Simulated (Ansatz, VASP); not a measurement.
# Si47C47O (O_C-V_Si (Si site 1) basal): VASP beside Ansatz

One calculation is typed for both programs; each brings its own data sets. How far apart do they land? The cell is taken from a series of runs on this material, whose earlier steps may have relaxed, scaled, displaced or heated it; both programs get it as it stands.

Program: Ansatz 0.2.0. Level of theory: plane waves, with VASP 6.6.1 beside it; single point at PBE. Results are calculated unless marked as measured.

### 1. The starting structure

The cell holds 95 atoms: 47 Si, 47 C and 1 O. Its edges and angles: a = 10.718 Å, b = 10.718 Å, c = 10.129 Å, α = 90.0°, β = 90.0°, γ = 120.0°. It derives from SiC (SiC (P6_3mc)). Nearest the centre at fractional (0.500, 0.500, 0.500): C87 at 2.07 Å, C68 at 2.07 Å, C78 at 2.08 Å, O95 at 2.20 Å, Si18 at 3.06 Å, Si28 at 3.06 Å, Si2 at 3.06 Å, Si42 at 3.06 Å. The cell carries charge −1.

### 2. Ansatz: single point, PBE, pair 1

Ansatz runs on its default PAW (the set named soft_2) files.

A single point gives forces, pressure and levels at one fixed geometry, so differences don't come from the geometry; what else differs is listed under the comparison.

input.yaml

```yaml
crystal:
  checkpoint: "../qm1_M1.relax_smeared.run"
  host: checkpoint
total_charge: -1
basis:
  ecutwfc: 420
  xc_grid: 2
hamiltonian:
  xc: pbe
kpoints:
  mp_grid: { grid: [1, 1, 1] }
magnetization:
  spin_polarized: true
  initial_magnetization: 1
  spin_locking: { lock_magnetization: hard }
scf:
  occupations: { method: fermi_dirac, width: 0.01 }
  max_iter: 80
output:
  forces: true
  eigenvalues: true
  charged_corrections:
    epsilon: [7.02, 7.02, 7.32]
    static_epsilon: [10.34, 10.34, 11.03]
    defect_position: [0.5, 0.5, 0.49984]
  eigenstates: { localisation: true }
  populations: true
  efg: {}
  band_densities: [{ bands: [v1, v1] }, { bands: [c1, c1] }]
  write_density: true
  write_potential: true
  volumetric_format: npy
  elf: true
checkpoint:
  read: "../qm1_M1.relax_smeared.run"
  write: "../qm1_M1.point.run"
  compress: false
  write_wavefunctions: false
  write_every: 100000
```

Started as:

```console
> ansatz run input.yaml --threads 4 --pin off --max-ram 14131MiB --backend cpu --events-out ev --progress --plain --runs-dir out
```

Numbers of over 12 decimals in the logs are rounded to 6 here.

The program printed:

```text
crystal.checkpoint: the structure is that of <dir>, a `relax` run, at its step 18: its result, under pbe at a charge of -1 e; 95 atoms read, 0 with a starting moment; crystal.structure_sha256 for this input is
Engine: ansatz 0.2.0, aarch64-unknown-linux-gnu
Pseudopotentials: kind: paw
Pseudopotential: Si, paw, valence charge 4, recommended cutoff 420 eV (normal), Si.paw.azcp
Pseudopotential: C, paw, valence charge 4, recommended cutoff 420 eV (normal), C.paw.azcp
Pseudopotential: O, paw, valence charge 6, recommended cutoff 420 eV (normal), O.paw.azcp
Functional definition: PBE
  parameter kappa = 0.804
  parameter beta = 0.066725
  exchange = pbe_x(kappa = kappa, mu = beta*pi^2/3)
  correlation = pbe_c(beta = beta)
Crystal: 95 atoms, lattice volume = 1007.781 Å³
Basis set: ecut = 420 eV, 19671 PW (Γ), exchange–correlation on 144×144×144 points (8 copies of the dense FFT grid, shifted against one another)
Bands: 287, of which v1, the nominal top of the filled ones, is band 192 counted from 1 (191 counted from 0)
Symmetry: 1 space group operations
Space group: P1 (ITA 1), of the structure as read, at distance tolerance 1.0e-4 Å
Magnetic group: BNS 1.1 (UNI 1), of the structure as read, at distance tolerance 1.0e-4 Å
k-points: 1
Non-local potential: Si, projectors of the file, l = 0: 2, l = 1: 2, l = 2: 2
Non-local potential: C, projectors of the file, l = 0: 2, l = 1: 2, l = 2: 1
Non-local potential: O, projectors of the file, l = 0: 2, l = 1: 2, l = 2: 1
PAW form: soft (Blöchl's): semilocal exchange-correlation on the pseudo side does not see the compensation charge
PAW one-centre angular grid: Si, 110 points (default); XC on 64 Gauss nodes
PAW one-centre angular grid: C, 110 points (default); XC on 64 Gauss nodes
PAW one-centre angular grid: O, 110 points (default); XC on 64 Gauss nodes
Initial density: read from a saved state, or passed on in memory by an earlier SCF of this step, an earlier step, the calling program or the single point that the run made first
Stability of the state it starts from, as read at its close in the collinear treatment: not read negative (Ritz values of 1 − χ₀K, real part plus size of imaginary part, from 0.75 to 1.4, by its mixing steps under no symmetry); read among states of the locked total moment alone; its run was given moments
Starting moments: Σ|m| = 1 μB on 95 of 95 sites; this step starts from the density that it was given
Initial wavefunctions: those read from a saved state, or passed on in memory by an earlier step or the calling program
Functional: x = pbe(κ = 0.804, μ = 0.219515), c = pbe(β = 0.066725)
SCF iter   1: F=—  HF=-42248.487943 eV  |F-HF|=—  |Δ(HF+E_count)|=         —  Δρ=1.82e-7 (↑1.82e-7 ↓1.71e-7)  dr2=1.14e-9  dr2_m=3.00e-11  M=1.000 μB ∫|m|=1.117 μB  β_m=0.30  ethr=1.00e-12  ⟨swp⟩=4.0  Hψ=1352  notcnv=0
preconditioner: auto → Resta (q_TF=auto, 2.322 Å⁻¹)  ε∞=4.7  [insulator: Δε(μ)=0.048 eV  Ē_g=11.847 eV  σ=0.010 eV  W_gap=0.84  n_scr=210 (ndim 8)  ℏωp=22.9 eV  f_vac=0.000  D(μ)=14.97/eV (n_scr^D=70)  ε∞_Penn≈4.7]
spin=Collinear: Resta preconditioning applied to the charge; magnetization (m = ρ↑ − ρ↓) channel mixes plain (no charge-response kernel on spin).
SCF iter   2: F=-42248.487943 eV  HF=-42248.487943 eV  |F-HF|=1.09e-10  |Δ(HF+E_count)|=    0.00e0  Δρ=1.40e-7 (↑1.20e-7 ↓1.40e-7)  dr2=7.65e-10  dr2_m=3.62e-11  M=1.000 μB ∫|m|=1.117 μB  ethr=1.00e-12  ⟨swp⟩=6.0  Hψ=2401  notcnv=0
SCF 1 converged in 2 iterations: F = -42248.487943 eV  dr2 = 7.65e-10
  greatest PAW one-centre occupation: 0.858 electrons in one spin orbital (limit 2), on the O atom at site 90 (counted from 0), in its partial waves of l = 0
SCF converged after 2 iterations
Stability checked in part: among states of this total moment the steps that led to this state did not find it unstable. No probe was made; neither looks for a lower state of another moment (fixed_total_moment; see scf.lower_state_search)
Magnetization: 1.0000 μB (192.0000 up, 191.0000 down)
Absolute magnetization: 1.1191 μB (∫|ρ↑−ρ↓|, with the PAW one-centre terms)
Spin contamination: 0.0052 ħ² per cell (⟨S²⟩ above its minimum at these occupations)
[...]
k-point 0 ↓: bands = [... 188 lower, 9.0490, 9.3816, 10.4215, 10.4700, 11.2660, 11.3791, 11.3797, 11.5165, ... 91 higher]
--- Löwdin populations: 95 sites ---
  site symbol       q [e]    m [muB]
     0     Si      2.9409     0.0014
     1     Si      2.9283    -0.0030
     2     Si      2.9283    -0.0028
     3     Si      2.9621     0.0006
     4     Si      2.9594     0.0001
     5     Si      2.9621     0.0006
     6     Si      2.9578    -0.0005
     7     Si      2.9578    -0.0005
     8     Si      2.9413    -0.0121
     9     Si      2.9449    -0.0001
    10     Si      2.9459    -0.0005
    11     Si      2.9458    -0.0005
    12      C      4.9783     0.0006
    13      C      4.9790     0.0092
    14      C      4.9791     0.0090
    15      C      4.9801     0.0016
    16      C      4.9789     0.0021
    17      C      4.9789     0.0021
    18      C      4.9846     0.0080
    19      C      4.9879     0.0039
    20      C      4.9846     0.0077
    21      C      4.9888     0.0002
    22      C      4.9888     0.0002
    23      C      4.9790     0.0322
[...]
87      C      4.9758     0.0023
    88      C      4.9758     0.0023
    89      C      4.9878     0.0022
    90      O      6.6753     0.0004
    91      C      4.9878     0.0021
    92      C      4.9840     0.0314
    93      C      4.9839     0.0315
    94      C      4.9845    -0.0002
  spilling = 0.010175 (of n_electrons = 383.000000)
--- Band densities, each state counted as filled ---
  window                                       electrons  max residual (eV)  cut levels
  bands: [v1, v1]                    1.000000 + 1.000000             6.1e-8           0
  bands: [c1, c1]                    1.000000 + 1.000000             2.9e-6           0
```

### 3. VASP: single point, PBE, pair 1

The same cell, functional, mesh and smearing now go to VASP, with its own data sets.

Lines of VASP's logs that name or quote its potential files are left out, and so is its time.

INCAR

```
SYSTEM = Si47C47O
PREC = Accurate
ENCUT = 520
EDIFF = 1E-06
NELM = 200
ISMEAR = -1
SIGMA = 0.01
LREAL = Auto
ALGO = Normal
GGA = PE
NELECT = 383
NBANDS = 264
ISPIN = 2
MAGMOM = 0 0 0 0 0 0 -0 -0 -0 -0 0 0 0 0 -0 0 0 0 0 0 -0 0 -0 0 0 -0 0 0 0 0 0 0 -0 0 0 -0 -0 -0 0 -0 0 0 0 0 0 0 0 0 0.01 0.01 0 0 0 0.01 0 0.01 0 0 0.02 0 -0 0.01 0 -0 0 0 0 0.09 0 0 0 0 0.01 -0 0 0 -0 0.08 0 0 0 0 0 0.01 0 0 0.25 0 0 0 0 0.02 0.02 -0 0
LORBIT = 11
LWAVE = .FALSE.
LCHARG = .FALSE.
ISIF = 2
NUPDOWN = 1
LASPH = .TRUE.
GGA_COMPAT = .FALSE.
NCORE = 2
```

POSCAR

```
Si47C47O
1.0
    9.2824133794      5.3592039794      0.0000000000
   -9.2824134800      5.3592038053      0.0000000000
    0.0000000000      0.0000000000     10.1291978199
Si C O
47 47 1
Direct
    0.0020372572      0.0019028942      0.5001925749
    0.1698509995      0.3367500162      0.4989998185
    0.3369310304      0.1697493395      0.4989660717
[... 1 atom line left out ...]
    0.1681706783      0.1680433425      0.2500174924
[... 3 atom lines left out ...]
    0.3333884795      0.3332721476      0.7483864744
[... 5 atom lines left out ...]
    0.3311550781      0.6618694456      0.4992020167
[... 2 atom lines left out ...]
    0.3327409757      0.5005306174      0.2552760998
[... 1 atom line left out ...]
    0.1665738990      0.4992271079      0.7490720594
[... 5 atom lines left out ...]
    0.6619393153      0.3310050779      0.4991573447
[... 1 atom line left out ...]
    0.5006600918      0.3325590083      0.2552980674
[... 2 atom lines left out ...]
    0.4993448718      0.1664659609      0.7490652434
[... 5 atom lines left out ...]
    0.6682284255      0.8375806628      0.4987338910
    0.8377050113      0.6680910441      0.4987229301
    0.4988517477      0.8325507229      0.2489520118
    0.6675140293      0.6673865610      0.2453355389
    0.8326670596      0.4987223969      0.2489405575
    0.4974980400      0.6630047979      0.7475082714
    0.6630875867      0.4973797181      0.7474733524
    0.8330905116      0.8329757616      0.7488477714
[... 4 atom lines left out ...]
    0.1671616097      0.3334488819      0.1867042900
    0.3335533194      0.1670209611      0.1866798436
[... 1 atom line left out ...]
    0.1655941057      0.3323034024      0.6871820967
    0.3324308898      0.1654929366      0.6871738736
    0.9964603504      0.3309584418      0.4387786082
    0.1669666832      0.1668362494      0.4380041159
[... 6 atom lines left out ...]
    0.3336853958      0.6671465298      0.1862504144
[... 2 atom lines left out ...]
    0.3324038470      0.6665984576      0.6869449520
    0.9996631235      0.8343248412      0.4378314653
    0.1644755287      0.6675112443      0.4388989501
    0.3174319717      0.5005487747      0.4330393212
[... 4 atom lines left out ...]
    0.6672935345      0.3335705420      0.1862137839
[... 2 atom lines left out ...]
    0.6667043572      0.3322985591      0.6869241362
[... 1 atom line left out ...]
    0.5006641897      0.3172873875      0.4329995479
    0.6676874197      0.1643578614      0.4388971336
    0.8344680670      0.9995275486      0.4378368074
[... 3 atom lines left out ...]
    0.5017661195      0.5016252317      0.1907755880
    0.6674108209      0.8333980745      0.1886598112
    0.8335176008      0.6672821456      0.1886485565
    0.4984874602      0.4984126441      0.7037311014
    0.6659484413      0.8299628564      0.6834005444
    0.8300668096      0.6658286418      0.6833848218
    0.5010501818      0.8305094570      0.4370450886
    0.8306287101      0.5009131803      0.4370326582
    0.4996786212      0.6678922265      0.9383393067
    0.6680032960      0.4995609380      0.9383097382
[... 1 atom line left out ...]
    0.6935321753      0.6934121690      0.4262041641
```

KPOINTS

```
Automatic mesh
0
Gamma
1 1 1
0 0 0
```

The projector-augmented-wave data sets are Si, C and O (PBE family, release 64).

Started as:

```console
> mpirun -np 8 vasp_gam
```

The program printed:

```text
[banner, memory and clock lines left out]
running    8 mpi-ranks, on    1 nodes
[...]
LDA part: xc-table for (Slater+PW92), standard interpolation
 POSCAR, INCAR and KPOINTS ok, starting setup
[...]
entering main loop
       N       E                     dE             d eps       ncg     rms          rms(c)
DAV:   1     0.230539834737E+04    0.23054E+04   -0.19903E+05  1056   0.139E+03
DAV:   2    -0.520481802865E+03   -0.28259E+04   -0.26144E+04  1360   0.280E+02
DAV:   3    -0.782342748024E+03   -0.26186E+03   -0.25833E+03  1288   0.812E+01
DAV:   4    -0.789404715329E+03   -0.70620E+01   -0.70268E+01  1288   0.149E+01
DAV:   5    -0.789608542905E+03   -0.20383E+00   -0.20352E+00  1288   0.252E+00BRMIX: very serious problems
 the old and the new charge density differ
 old charge density:   382.00000 new  383.00000
    0.601E+01
DAV:   6    -0.703469797403E+03    0.86139E+02   -0.27637E+02  1248   0.229E+01    0.265E+01
DAV:   7    -0.701647377446E+03    0.18224E+01   -0.26713E+01  1336   0.785E+00    0.122E+01
DAV:   8    -0.701491327606E+03    0.15605E+00   -0.97630E+00  1408   0.443E+00    0.726E+00
DAV:   9    -0.701336631542E+03    0.15470E+00   -0.16053E+00  1264   0.236E+00    0.356E+00
[...]
DAV:  21    -0.701222348033E+03   -0.20072E-05   -0.41287E-05  1256   0.100E-02    0.199E-02
DAV:  22    -0.701222347630E+03    0.40252E-06   -0.11732E-05  1264   0.604E-03    0.742E-03
DAV:  23    -0.701222347715E+03   -0.84612E-07   -0.56959E-06  1088   0.368E-03
   1 F= -.70122235E+03 E0= -.70121963E+03  d E =-.543118E-02  mag=     1.0000
```

From OUTCAR (step 3):

```text
  FREE ENERGIE OF THE ION-ELECTRON SYSTEM (eV)
  ---------------------------------------------------
  free  energy   TOTEN  =      -701.2223477147 eV

  energy  without entropy=     -701.2169165386  energy(sigma->0) =     -701.21963213

 magnetization (x)
# of ion       s       p       d       tot
------------------------------------------
    1        0.000   0.001   0.000   0.001
    2       -0.001  -0.001   0.000  -0.002
    3       -0.001  -0.001   0.000  -0.002
    4        0.000   0.000   0.000   0.001
    5       -0.000  -0.000   0.000  -0.000
    6        0.000   0.000   0.000   0.001
    7       -0.000  -0.000   0.000  -0.000
    8       -0.000  -0.000   0.000  -0.000
    9       -0.002  -0.004   0.000  -0.006
   10       -0.000   0.000   0.000   0.000
   11       -0.000   0.001   0.000   0.001
   12       -0.000   0.001   0.000   0.001
   13        0.000  -0.000   0.000   0.000
[...]
--------------------------------------------------
tot          0.042   0.462   0.000   0.504
```

The run ends at a pressure of 1.65 GPa, with forces up to 0.019 eV/Å.

### 4. Side by side

Known differences besides the potentials themselves: VASP starts from the moments at which Ansatz ended; the cutoff is 420 eV in Ansatz and 520 eV in VASP (PREC = Accurate, projectors in real space); site moments are counted in spheres of each program's own size. Total energies have different zeros and are not compared.

Both answers:

```tsv
quantity	Ansatz	VASP	difference
total moment, fixed by the input (μB)	1.00	1.00	0.00
moment on C87 (μB)	0.25	0.24	+0.01
moment on C68 (μB)	0.09	0.08	0.00
moment on C78 (μB)	0.08	0.08	0.00
```

At this near-relaxed geometry the largest component of a force difference is 16 meV/Å. The cell carries a charge of -1 e against a uniform background, so its pressure also hangs on how the neutralising background is counted, and in a defect's cell a gap may be the spacing between its levels.

### 5. Ansatz: single point, PBE, pair 2

With cell and atoms fixed, the geometry can't cause a difference; cores, projectors, grids and the points listed under the comparison can.

The cell is taken from a series of runs on this material, whose earlier steps may have relaxed, scaled, displaced or heated it; both programs get it as it stands.

input.yaml

```yaml
crystal:
  lattice:
    - [9.28241338, 5.35920398, 0.0]
    - [-9.28241348, 5.35920381, 0.0]
    - [0.0, 0.0, 10.12919782]
  atoms:
    - { symbol: Si, position: [0.00227308104, 0.0021352157, 0.50007226437] }
    - { symbol: Si, position: [0.17072123818, 0.33783323775, 0.49848988446] }
    - { symbol: Si, position: [0.33803129218, 0.17062511234, 0.49844623757] }
[... 1 atom line left out ...]
    - { symbol: Si, position: [0.16837208011, 0.16824336393, 0.25011297026] }
[... 3 atom lines left out ...]
    - { symbol: Si, position: [0.33352212997, 0.33340810893, 0.74817210592] }
[... 5 atom lines left out ...]
    - { symbol: C, position: [0.33361901542, 0.16710379318, 0.18667199395] }
[... 2 atom lines left out ...]
    - { symbol: C, position: [0.33250978333, 0.16554361169, 0.68704631806] }
[... 1 atom line left out ...]
    - { symbol: C, position: [0.16722275029, 0.16708978972, 0.43801624193] }
[... 5 atom lines left out ...]
    - { symbol: Si, position: [0.16562842617, 0.83237106048, 0.50041641416] }
[... 1 atom line left out ...]
    - { symbol: Si, position: [0.00143841207, 0.83471811882, 0.2495687929] }
[... 2 atom lines left out ...]
    - { symbol: Si, position: [-0.00123545106, 0.66546865493, 0.7483321583] }
[... 5 atom lines left out ...]
    - { symbol: C, position: [0.00021284314, 0.50001551849, 0.18715471182] }
    - { symbol: C, position: [0.1666941299, 0.83328096708, 0.18679421957] }
    - { symbol: C, position: [0.3337138767, 0.66729755548, 0.18623415345] }
    - { symbol: C, position: [-0.00111388213, 0.49899318734, 0.68668473496] }
    - { symbol: C, position: [0.1650749581, 0.83245036886, 0.68762389858] }
    - { symbol: C, position: [0.33226888766, 0.6666101977, 0.68680842439] }
    - { symbol: C, position: [-0.00050295625, 0.83439947278, 0.43788058271] }
    - { symbol: C, position: [0.16390559006, 0.66771863521, 0.43909546262] }
[... 4 atom lines left out ...]
    - { symbol: Si, position: [0.49967498854, -0.00061945062, 0.4993193358] }
    - { symbol: Si, position: [0.66116843892, 0.33044677173, 0.498621275] }
[... 1 atom line left out ...]
    - { symbol: Si, position: [0.50088831229, 0.33255900148, 0.25631218646] }
    - { symbol: Si, position: [0.66659809431, 0.16711351014, 0.25122985896] }
    - { symbol: Si, position: [0.834856966, 0.00131298167, 0.24958056621] }
    - { symbol: Si, position: [0.49935345388, 0.16652984043, 0.7489738878] }
    - { symbol: Si, position: [0.66559382646, -0.00133770668, 0.74833551849] }
[... 5 atom lines left out ...]
    - { symbol: C, position: [0.66745205376, 0.33360194591, 0.18618646798] }
[... 2 atom lines left out ...]
    - { symbol: C, position: [0.66671092199, 0.33216919948, 0.68678178175] }
    - { symbol: C, position: [0.83258099206, 0.16496725652, 0.68762294582] }
    - { symbol: C, position: [0.50120467391, 0.31759788776, 0.43305553415] }
    - { symbol: C, position: [0.66791079295, 0.16379156532, 0.43909326172] }
[... 4 atom lines left out ...]
    - { symbol: Si, position: [0.66798343035, 0.83734513983, 0.49858941288] }
[... 2 atom lines left out ...]
    - { symbol: Si, position: [0.66711953969, 0.6669909116, 0.24532054978] }
[... 1 atom line left out ...]
    - { symbol: Si, position: [0.4973115999, 0.66281276565, 0.74730890637] }
[... 1 atom line left out ...]
    - { symbol: Si, position: [0.8330670497, 0.8329549026, 0.74872350751] }
[... 3 atom lines left out ...]
    - { symbol: C, position: [0.50159304094, 0.50144681355, 0.19057900212] }
    - { symbol: C, position: [0.66740889564, 0.8333623826, 0.18869153427] }
    - { symbol: C, position: [0.8334807334, 0.66727825263, 0.18867709129] }
    - { symbol: C, position: [0.49856983125, 0.49850978503, 0.70384921572] }
    - { symbol: C, position: [0.66589458594, 0.82992878759, 0.68333243364] }
    - { symbol: C, position: [0.83002604501, 0.66577507996, 0.68331289285] }
    - { symbol: C, position: [0.50085133935, 0.83042105328, 0.4370408539] }
    - { symbol: O, position: [0.69353104404, 0.69341271636, 0.42611736764] }
    - { symbol: C, position: [0.83053893363, 0.50071028978, 0.4370248724] }
    - { symbol: C, position: [0.49962840196, 0.66790204911, 0.93831759699] }
[... 1 atom line left out ...]
    - { symbol: C, position: [0.83268815665, 0.83257266615, 0.93737353767] }
  host:
    repeats: [2, 2, 1]
    atoms:
      - { symbol: Si, position: [0.0, 0.0, 0.49984857] }
      - { symbol: Si, position: [0.33333333, 0.66666667, 0.49984857] }
      # ... 22 more atoms of the perfect host
total_charge: -1
basis:
  ecutwfc: 420
  xc_grid: 2
hamiltonian:
  xc: pbe
kpoints:
  mp_grid: { grid: [1, 1, 1] }
magnetization:
  spin_polarized: true
  initial_magnetization: 1
  spin_locking: { lock_magnetization: hard }
scf:
  occupations: { method: fermi_dirac, width: 0.01 }
  max_iter: 80
output:
  forces: true
  charged_corrections:
    epsilon: [7.02, 7.02, 7.32]
    static_epsilon: [10.34, 10.34, 11.03]
    defect_position: [0.5, 0.5, 0.49984]
checkpoint:
  read: "../qm1_M1.relax_smeared.run"
  write: "../cc0.qm1_M1.lm0.3.run"
  compress: false
  write_wavefunctions: false
  write_every: 100000
```

Started as:

```console
> ansatz run input.yaml --threads 4 --pin off --max-ram 14131MiB --backend cpu --events-out ev --progress --plain --runs-dir out
```

The program printed:

```text
[...]
F Makov-Payne    = n/a  (the rows are of the electrons' constant alone; ansatz place-levels tells what screens the charge)
  no potential alignment in this run, which stands beside a crystal: run the host's input off ansatz write-host-input, and read the two finished runs by ansatz place-levels (neither reads a slab, a wire or a sheet, whose cell leaves a vacuum)
--- Band table (eV) ---
  k-point 0 ↑: bands = [... 188 lower, 9.0070, 9.1379, 9.8494, 10.1288, 11.2658, 11.3737, 11.3865, 11.5054, ... 91 higher]
  k-point 0 ↓: bands = [... 188 lower, 9.0416, 9.3414, 10.3392, 10.4184, 11.2697, 11.3800, 11.3891, 11.5158, ... 91 higher]
```

(Continued in part 2 of 3.)

[Lines on the potential files, build, host, timing and source positions are cut from VASP's logs without a mark.]

[Logs are printed without paths, hosts, clocks, repeated set-up lines and the standing remarks that a program may print on its own settings, such as how far it seeks lower states.]

[Hosts, paths, dates, database ids (printed as entryN), source tags and the programs' standing remarks are cut or masked in the printed files.]
